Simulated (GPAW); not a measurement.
The system is SnSe.

```xyz
2
Lattice="0.0000 3.0100 3.0100 3.0100 0.0000 3.0100 3.0100 3.0100 0.0000" Properties=species:S:1:pos:R:3 pbc="T T T"
Sn    0.0000    0.0000    0.0000
Se    3.0100    3.0100    3.0100
```

Measurements of this composition are mostly on another form, of space group No. 62.

- Program: GPAW 26.7.0
- Task: relaxation of cell and atoms
- Functional: PBE
- Dispersion: D3(BJ)
- Potentials or basis: GPAW PAW data sets (gpaw-data 1.2.1)
- Cutoff: 600 eV
- Basis: pw
- k mesh: 8 × 8 × 8
- Occupations: fermi-dirac, width 0.05 eV
- Spin: no spin polarisation

At the start: pressure -1.4 GPa; volume 27.27 Å³/atom.

Where does the relaxation end?

Over 5 steps the energy falls by 3.1 meV/atom and the volume is 26.50 Å³/atom (-2.8 %); space group Fm-3m (No. 225, to 0.05 Å).

Step by step:
```
step  energy change (eV)  largest force (eV/Å)  pressure (GPa)  volume (Å³)
   1              0.0000                0.0000           -1.38        54.54
   2             -0.0015                0.0000           -1.21        54.35
   3             -0.0038                0.0000           -0.88        53.99
   4             -0.0058                0.0000           -0.43        53.52
   5             -0.0063                0.0000            0.10        52.99
```

Final structure:
```xyz
2
Lattice="0.0000 2.9812 2.9812 2.9812 0.0000 2.9812 2.9812 2.9812 0.0000" Properties=species:S:1:pos:R:3 pbc="T T T"
Sn    0.0000    0.0000    0.0000
Se    2.9812    2.9812    2.9812
```

Caveat: later steps reuse the first step's grids.
